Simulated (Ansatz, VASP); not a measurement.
# One calculation of TePb, two programs

```xyz
2
Lattice="0.0000 3.0962 3.0962 3.0962 0.0000 3.0962 3.0962 3.0962 0.0000" Properties=species:S:1:pos:R:3 pbc="T T T"
Te    3.0962    3.0962    3.0962
Pb    0.0000    0.0000    0.0000
```

Alike in both runs: task single point; functional PBEsol; k mesh 6 × 6 × 6; no spin polarisation.

```csv
,VASP,Ansatz
version,VASP 6.6.1,Ansatz 0.2.0
potentials or method,"VASP PAW PBE potentials, release 64 (Te, Pb_d)","plane waves, PAW"
plane-wave cutoff (eV),520,550
occupations,"gaussian, width 0.01 eV",fixed
valence electrons in the cell,20,30
```

```csv
,VASP,Ansatz,Ansatz less VASP
pressure (GPa),7.1,7.1,+0.02
```

The two sets of potentials don't hold the same shells in valence.

Caveats: the PAW data sets were made with another functional, which shifts forces and pressure a little (VASP).
